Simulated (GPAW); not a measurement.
# CuO (P-6m2) in GPAW: notebook

One crystal, CuO, is run at these levels: LDA; tasks: band structure.

Program: GPAW 26.7.0. These are calculated values, not measurements. Logs are shortened: lines on timing, memory, paths and dates and some standing lists are left out, and cuts for length are marked. The log counts tension as positive stress, the text compression.

### Step 1. The crystal as given

The structure is hexagonal, space group P-6m2 (No. 187). The conventional cell has a = 2.836 Å, b = 2.836 Å, c = 2.768 Å, α = 90.00°, β = 90.00°, γ = 120.00°. Around Cu (site symmetry -6m2) lie 6 O at 2.14 Å. O (site symmetry -6m2) has 6 Cu at 2.14 Å as nearest neighbours.

Measurements of this composition are mostly on another form, of space group No. 15.

### Step 2. Band structure, LDA

run.py reads:

```python
from ase import Atoms
from ase.dft.bandgap import bandgap
from ase.io import write
from ase.units import GPa
from gpaw import GPAW, PW, setup_paths

setup_paths.insert(0, '.')

atoms = Atoms(['Cu', 'O'],
              cell=[[2.8363251093, 0.0, 0.0],
                    [-1.4181625547, 2.4563295981, 0.0],
                    [0.0, 0.0, 2.76811278]],
              scaled_positions=[[0.0, 0.0, 0.0],
                                [0.6666666667, 0.3333333333, 0.5]],
              pbc=True)

calc = GPAW(mode=PW(800),
            xc='LDA',
            kpts={'size': (11, 11, 10), 'gamma': True},
            occupations={'name': 'fermi-dirac', 'width': 0.05},
            setups={'Cu': 'jth', 'O': 'jth'},
            nbands=-11,
            convergence={'density': 1e-05, 'energy': 1e-05},
            maxiter=150,
            txt='gpaw.txt')
atoms.calc = calc
energy = atoms.get_potential_energy()
forces = atoms.get_forces()
stress = atoms.get_stress()
calc.write('gs.gpw')
write('result.traj', atoms)
print(f'Energy: {energy:.6f} eV')
print('Forces (eV/A):')
print(forces.round(4))
print('Stress (GPa):', (stress / GPa).round(3))
print('Fermi level:', round(calc.get_fermi_level(), 4), 'eV')
print(f'Gap: {bandgap(calc)[0]:.4f} eV, direct: {bandgap(calc, direct=True)[0]:.4f} eV')

path = atoms.cell.bandpath('GMKGALHA,LM,KH', npoints=60, eps=1e-4)
bs_calc = calc.fixed_density(kpts=path, symmetry='off', nbands=-18,
                             convergence={'bands': 'CBM+6.0', 'eigenstates': 1e-6}, txt='bands.txt')
bs = bs_calc.band_structure()
bs.write('bs.json')
print(f'Gap on the path: {bandgap(bs_calc)[0]:.4f} eV')
```

Potentials or basis: JTH PAW 2.0, LDA, pw.

Started as:

```console
OMP_NUM_THREADS=1 python run.py
```

gpaw.txt:

```text
__  _  _
 | _ |_)|_||  |
 |__||  | ||/\| - 26.7.0

Input parameters:
  mode=PW(ecut=800.0),
  convergence={'density': 1e-05, 'energy': 1e-05},
  kpts=MonkhorstPack(size=(11, 11, 10), gamma=True),
  maxiter=150,
  nbands=-11,
  occupations=Occupations(name='fermi-dirac', width=0.05),
  setups={'Cu': 'jth', 'O': 'jth'},
  xc=XC(name='LDA')

Diagonalizing LCAO Hamiltonian
Converting LCAO to pw mode

           O

       Cu

Atoms  # Å, Bohr magnetons
|   | symbol |        x |        y |        z |    initial magnetic moments |
|---|--------|----------|----------|----------|-----------------------------|
| 0 |     Cu | 0.000000 | 0.000000 | 0.000000 | ( 0.0000,  0.0000,  0.0000) |
| 1 |      O | 1.418163 | 0.818777 | 1.384056 | ( 0.0000,  0.0000,  0.0000) |

Unit cell  # Å
| periodic |         x |        y |        z |  lengths |     angles |
|----------|-----------|----------|----------|----------|------------|
|      yes |  2.836325 | 0.000000 | 0.000000 | 2.836325 |  90.000000 |
|      yes | -1.418163 | 2.456330 | 0.000000 | 2.836325 |  90.000000 |
|      yes |  0.000000 | 0.000000 | 2.768113 | 2.768113 | 120.000000 |

Number of symmetries: 12
Symmetry operations  # r_c * U_cc + t_c -> r_c
|    | kind |            matrix            |
|----|------|------------------------------|
|  0 |  σ   |  1, 1, 0,  0,-1, 0,  0, 0, 1 |
|  1 |  C2  |  1, 1, 0,  0,-1, 0,  0, 0,-1 |
|  2 |  E   |  1, 0, 0,  0, 1, 0,  0, 0, 1 |
|  3 |  σ   |  1, 0, 0,  0, 1, 0,  0, 0,-1 |
|  4 |  C3  |  0, 1, 0, -1,-1, 0,  0, 0, 1 |
|  5 |  S3  |  0, 1, 0, -1,-1, 0,  0, 0,-1 |
|  6 |  σ   |  0,-1, 0, -1, 0, 0,  0, 0, 1 |
|  7 |  C2  |  0,-1, 0, -1, 0, 0,  0, 0,-1 |
|  8 |  σ   | -1, 0, 0,  1, 1, 0,  0, 0, 1 |
|  9 |  C2  | -1, 0, 0,  1, 1, 0,  0, 0,-1 |
| 10 |  C3  | -1,-1, 0,  1, 0, 0,  0, 0, 1 |
| 11 |  S3  | -1,-1, 0,  1, 0, 0,  0, 0,-1 |

BZ-sampling:
  Number of BZ points: 1210
  Number of IBZ points: 96

  Monkhorst-Pack size: [11, 11, 10]
  Monkhorst-Pack shift: [0.0, 0.0, 0.05]

K-points  # in reciprocal-cell coordinates
|     |                                coordinates |     weight |
|-----|--------------------------------------------|------------|
|   0 | (  0.00000000,   0.00000000,   0.00000000) | 0.00082645 |
|   1 | (  0.00000000,   0.00000000,   0.10000000) | 0.00165289 |
|   2 | (  0.00000000,   0.00000000,   0.20000000) | 0.00165289 |
|   3 | (  0.00000000,   0.00000000,   0.30000000) | 0.00165289 |
|   4 | (  0.00000000,   0.00000000,   0.40000000) | 0.00165289 |
|   5 | (  0.00000000,   0.00000000,   0.50000000) | 0.00082645 |
|   6 | (  0.09090909,   0.00000000,   0.00000000) | 0.00495868 |
|   7 | (  0.09090909,   0.00000000,   0.10000000) | 0.00991736 |
|   8 | (  0.09090909,   0.00000000,   0.20000000) | 0.00991736 |
|   9 | (  0.09090909,   0.00000000,   0.30000000) | 0.00991736 |
| ... |                                            |            |
|  95 | (  0.45454545,   0.45454545,   0.50000000) | 0.00495868 |

Plane wave coefficients: 1021
Cutoff: 800.0 eV

Spin-components: 1 (collinear spins)
Bands:           23
Projectors:      10
Spin-degeneracy: 2
Datatype:        complex128

Parallelization:
  kpt:    1
  domain: 1
  band:   1

Density:
  Valence electrons: 25.0
  Components: 1
  Grid points: [20 20 20]
  Charge: 0.0  # |e|

Potential:
  Grid points: [20 20 20]

species:
  Cu:
    name:    Copper
    Z:       29.0
    valence: 19
    core:    10
    charge:  0.0  # [|e|]
    compensation charges:
      type: sinc
      rc: 0.96  # [Å]
      lmax: 2
    cutoffs:
      filter: 1.06  # [Å]
      core: 0.72  # [Å]
    projectors
    | kind |    occ | energy [eV] | rcut [Å] |
    |------|--------|-------------|----------|
    |   3s |  2.000 |    -114.151 |    1.006 |
    |   4s |  1.000 |      -4.858 |    1.006 |
    |   3p |  6.000 |     -72.032 |    0.956 |
    |    p |        |      40.817 |    0.956 |
    |   3d | 10.000 |      -5.325 |    1.059 |
    |    d |        |      20.409 |    1.059 |

    Using partial waves for Cu as LCAO basis

  O:
    name:    Oxygen
    Z:       8.0
    valence: 6
    core:    2
    charge:  0.0  # [|e|]
    compensation charges:
      type: sinc
      rc: 0.64  # [Å]
      lmax: 2
    cutoffs:
      filter: 0.75  # [Å]
      core: 0.85  # [Å]
    projectors
    | kind |    occ | energy [eV] | rcut [Å] |
    |------|--------|-------------|----------|
    |   2s |  2.000 |     -23.754 |    0.749 |
    |    s |        |      27.211 |    0.749 |
    |   2p |  4.000 |      -9.198 |    0.749 |
    |    p |        |      27.211 |    0.749 |

    Using partial waves for O as LCAO basis

Reference energy: -46988.344980  # eV

eigensolver:
  PPCG
  Converge bands: occupied
  niter=2

density mixing:
  MSR1-Mixer
  Pratt-step length: 0.05
  Maximum mixing coefficient: 0.75
  Old densities: 10
  SVD Regularization: 0.005
  Good broyden scale: 1.0
  Trust region scale: 1.0
  Backstep threshold: 4.0
  History deletion threshold: 6.0
  Fourier metric: weight=20.0, sigma=0.015

occupation numbers:
  Fermi-Dirac:
    width: 0.0500  # eV

poisson solver:
  ecut: 6400.0  # eV

xc functional:
  name: None

convergence criteria:
[... 6 lines left out ...]
|iter     | |      energy | eigst |  dens |
|---------|-|-------------|-------|-------|
|iter:   1| |  -13.754009 | -0.18 |       |
|iter:   2| |  -12.543552 | -2.37 | -1.07 |
|iter:   3| |  -10.981419 | -1.72 | -1.16 |
|iter:   4| |  -10.935466 | -3.36 | -1.77 |
|iter:   5| |  -10.914964 | -3.23 | -1.92 |
|iter:   6| |  -10.903000 | -3.81 | -2.19 |
|iter:   7| |  -10.902716 | -5.32 | -2.89 |
|iter:   8| |  -10.902704 | -7.09 | -3.55 |
|iter:   9| |  -10.902704c| -8.58c| -4.32 |
|iter:  10| |  -10.902704c| -8.84c| -4.63 |
|iter:  11| |  -10.902703c| -9.01c| -5.53c|

Converged in 11 steps
Energy contributions relative to reference atoms: (reference = -46988.344980)

Energy contributions:
  Kinetic:           6.483880
  Coulomb:          -8.773566
  Zero:             -0.004802
  External:          0.000000
  Xc:               -8.596310
  Entropy:          -0.023813
  Spinorbit:         0.000000
  ----------------------------
  Free energy:     -10.914610
  Extrapolated:    -10.902703

dipole moment: (-4.013042, -8.091977, -8.797587)  # |e|*Ang

Fermi level: 5.273
Eigenvalues  # (at kpt = [0.000, 0.000, 0.000])
| band index |      eig [eV] | occ [0-2] |
|------------|---------------|-----------|
|          0 |      -105.984 |     2.000 |
|        ... |               |           |
|          5 |         1.684 |     2.000 |
|          6 |         1.684 |     2.000 |
|          7 |         2.061 |     2.000 |
|          8 |         2.643 |     2.000 |
|          9 |         3.501 |     2.000 |
|         10 |         3.501 |     2.000 |
[... 8 lines left out ...]
|         19 |        31.381 |     0.000 |
|         20 |        31.381 |     0.000 |
|        ... |               |           |
|         22 |        37.010 |     0.000 |

No gap
No difference between direct/indirect transitions

Forces  # eV/Ang
|        x |       y |       z |
|----------|---------|---------|
| -0.00000 | 0.00000 | 0.00000 |  # Cu   0
| -0.00000 | 0.00000 | 0.00000 |  # O    1

Stress tensor  # eV/Ang^3
|        x |        y |        z |
|----------|----------|----------|
| 0.078054 | 0.000000 | 0.000000 |
| 0.000000 | 0.078054 | 0.000000 |
| 0.000000 | 0.000000 | 0.159623 |

# Writing to gs.gpw (mode='')
```

Wall time 77 s (1 thread of Intel Xeon Platinum 8259CL at 2.50GHz (Skylake/Cascade Lake), shared host); peak memory 0.25 GiB.

What came out:

| Item | Value |
| --- | --- |
| Free energy | -10.9146 eV |
| Pressure | -16.9 GPa |
| Band gap along the path | none (metal or under the smearing width) |

Stress tensor (GPa, compression positive):
```
-12.51   0.00   0.00
  0.00 -12.51   0.00
  0.00   0.00 -25.57
```

Levels at the corners of the path, in eV from the Fermi level:
```
point  band 8  band 9  band 10  band 11  band 12  band 13  band 14
    Γ   -3.21   -2.63    -1.77    -1.77    -0.12    -0.12     1.06
    M   -2.95   -2.87    -1.89    -1.26    -1.20     0.28     5.85
    K   -3.96   -2.13    -1.92    -1.65    -1.62     0.55     8.75
    Γ   -3.21   -2.63    -1.77    -1.77    -0.12    -0.12     1.06
    A   -3.22   -2.22    -2.22    -1.49    -0.18    -0.18     7.04
    L   -4.28   -1.90    -1.41    -1.33    -1.18     0.56     4.94
    H   -4.24   -2.14    -1.63    -1.46    -0.47     0.50     6.01
    A   -3.22   -2.22    -2.22    -1.49    -0.18    -0.18     7.04
    L   -4.28   -1.90    -1.41    -1.33    -1.18     0.56     4.94
    M   -2.95   -2.87    -1.89    -1.26    -1.20     0.28     5.85
    K   -3.96   -2.13    -1.92    -1.65    -1.62     0.55     8.75
    H   -4.24   -2.14    -1.63    -1.46    -0.47     0.50     6.01
```

Caveat: the program truncates these outside data sets; an odd number of electrons without spin polarisation forces a metal; a magnetic or distorted state may lie lower; the run has no spin polarisation, though such a crystal can be magnetic; semilocal functionals often make such compounds metallic where correlation or magnetic order opens a gap, which also shifts bond lengths.

### Step 3. Band structure, LDA

run.py: that of step 2 with these lines changed.

```diff
@@ -4,5 +4,3 @@
 from ase.units import GPa
-from gpaw import GPAW, PW, setup_paths
-
-setup_paths.insert(0, '.')
+from gpaw import GPAW, PW
 
@@ -16,3 +14,3 @@
 
-calc = GPAW(mode=PW(800),
+calc = GPAW(mode=PW(1600),
             xc='LDA',
@@ -20,3 +18,3 @@
             occupations={'name': 'fermi-dirac', 'width': 0.05},
-            setups={'Cu': 'jth', 'O': 'jth'},
+            setups='hgh',
             nbands=-11,
```

Potentials or basis: HGH pseudopotentials, pw.

Started as:

```console
OMP_NUM_THREADS=1 python run.py
```

gpaw.txt:

```text
__  _  _
 | _ |_)|_||  |
 |__||  | ||/\| - 26.7.0

Input parameters:
  mode=PW(ecut=1600.0),
  convergence={'density': 1e-05, 'energy': 1e-05},
  kpts=MonkhorstPack(size=(11, 11, 10), gamma=True),
  maxiter=150,
  nbands=-11,
  occupations=Occupations(name='fermi-dirac', width=0.05),
  setups={'default': 'hgh'},
  xc=XC(name='LDA')

Diagonalizing LCAO Hamiltonian
Converting LCAO to pw mode

           O

       Cu

Atoms  # Å, Bohr magnetons
|   | symbol |        x |        y |        z |    initial magnetic moments |
|---|--------|----------|----------|----------|-----------------------------|
| 0 |     Cu | 0.000000 | 0.000000 | 0.000000 | ( 0.0000,  0.0000,  0.0000) |
| 1 |      O | 1.418163 | 0.818777 | 1.384056 | ( 0.0000,  0.0000,  0.0000) |

Unit cell  # Å
| periodic |         x |        y |        z |  lengths |     angles |
|----------|-----------|----------|----------|----------|------------|
|      yes |  2.836325 | 0.000000 | 0.000000 | 2.836325 |  90.000000 |
|      yes | -1.418163 | 2.456330 | 0.000000 | 2.836325 |  90.000000 |
|      yes |  0.000000 | 0.000000 | 2.768113 | 2.768113 | 120.000000 |

Number of symmetries: 12
Symmetry operations  # r_c * U_cc + t_c -> r_c
|    | kind |            matrix            |
|----|------|------------------------------|
|  0 |  σ   |  1, 1, 0,  0,-1, 0,  0, 0, 1 |
|  1 |  C2  |  1, 1, 0,  0,-1, 0,  0, 0,-1 |
|  2 |  E   |  1, 0, 0,  0, 1, 0,  0, 0, 1 |
|  3 |  σ   |  1, 0, 0,  0, 1, 0,  0, 0,-1 |
|  4 |  C3  |  0, 1, 0, -1,-1, 0,  0, 0, 1 |
|  5 |  S3  |  0, 1, 0, -1,-1, 0,  0, 0,-1 |
|  6 |  σ   |  0,-1, 0, -1, 0, 0,  0, 0, 1 |
|  7 |  C2  |  0,-1, 0, -1, 0, 0,  0, 0,-1 |
|  8 |  σ   | -1, 0, 0,  1, 1, 0,  0, 0, 1 |
[... 111 lines left out ...]
    width: 0.0500  # eV

poisson solver:
  ecut: 12800.0  # eV

xc functional:
  name: None

convergence criteria:
[... 6 lines left out ...]
|iter     | |      energy | eigst |  dens |
|---------|-|-------------|-------|-------|
|iter:   1| | -451.726060 | +0.74 |       |
|iter:   2| | -451.722939 | -1.43 | -1.13 |
|iter:   3| | -451.668607 | -1.45 | -1.16 |
|iter:   4| | -451.664800 | -2.85 | -1.70 |
|iter:   5| | -451.665264 | -3.62 | -1.96 |
|iter:   6| | -451.665284 | -5.47 | -2.67 |
|iter:   7| | -451.665283c| -6.38 | -3.38 |
|iter:   8| | -451.665283c| -7.70c| -4.62 |
|iter:   9| | -451.665283c| -8.73c| -4.99 |
|iter:  10| | -451.665283c| -9.77c| -6.52c|

Converged in 10 steps
Energy contributions relative to reference atoms: (reference = 0.000000)

Energy contributions:
  Kinetic:         341.566065
  Coulomb:        -652.538217
  Zero:            -46.197861
  External:          0.000000
  Xc:              -94.485328
  Entropy:          -0.019885
  Spinorbit:         0.000000
  ----------------------------
  Free energy:    -451.675225
  Extrapolated:   -451.665283

dipole moment: (-0.071612, -1.596208, -1.384056)  # |e|*Ang

Fermi level: -2.272
Eigenvalues  # (at kpt = [0.000, 0.000, 0.000])
| band index |      eig [eV] | occ [0-2] |
|------------|---------------|-----------|
|          0 |       -19.201 |     2.000 |
|          1 |        -2.386 |     1.815 |
|          2 |        -1.872 |     0.001 |
|          3 |        -1.872 |     0.001 |
|          4 |         2.307 |     0.000 |
|          5 |        13.965 |     0.000 |
|          6 |        18.976 |     0.000 |
|          7 |        18.976 |     0.000 |
|          8 |        20.983 |     0.000 |
|          9 |        23.905 |     0.000 |
|        ... |               |           |
|         13 |        35.523 |     0.000 |

No gap
No difference between direct/indirect transitions

Forces  # eV/Ang
|        x |        y |       z |
|----------|----------|---------|
| -0.00000 |  0.00000 | 0.00000 |  # Cu   0
| -0.00000 | -0.00000 | 0.00000 |  # O    1

Stress tensor  # eV/Ang^3
|        x |        y |        z |
|----------|----------|----------|
| 0.975177 | 0.000000 | 0.000000 |
| 0.000000 | 0.975177 | 0.000000 |
| 0.000000 | 0.000000 | 1.248630 |

# Writing to gs.gpw (mode='')
```

It took 2.8 min on 1 thread of Intel Xeon Platinum 8259CL at 2.50GHz (Skylake/Cascade Lake), shared host; peak memory 0.37 GiB.

What came out:

```
Free energy             : -451.6752 eV
Pressure                : -170.8 GPa
Band gap along the path : none (metal or under the smearing width)
```

Stress tensor (GPa, compression positive):
```
-156.24    0.00    0.00
   0.00 -156.24    0.00
   0.00    0.00 -200.05
```

Levels at the corners of the path, in eV from the Fermi level:
```csv
point,band 1,band 2,band 3,band 4,band 5
Γ,-16.93,-0.11,0.40,0.40,4.58
M,-16.41,-4.48,-0.30,0.40,9.28
K,-16.30,-3.18,-3.00,0.48,11.19
Γ,-16.93,-0.11,0.40,0.40,4.58
A,-16.88,-5.13,0.91,0.91,10.54
L,-15.49,-3.41,-3.18,-0.02,7.87
H,-15.27,-3.18,-2.34,-1.81,9.04
A,-16.88,-5.13,0.91,0.91,10.54
L,-15.49,-3.41,-3.18,-0.02,7.87
M,-16.41,-4.48,-0.30,0.40,9.28
K,-16.30,-3.18,-3.00,0.48,11.19
H,-15.27,-3.18,-2.34,-1.81,9.04
```

Caveat: a pressure of tens of GPa on the cell as given is suspect, and the run, the potentials or the cell itself is likely at fault; HGH potentials are hard and often keep d shells in the core, so these values are rough; an odd number of electrons without spin polarisation forces a metal; a magnetic or distorted state may lie lower; the run has no spin polarisation, though such a crystal can be magnetic; semilocal functionals often make such compounds metallic where correlation or magnetic order opens a gap, which also shifts bond lengths.
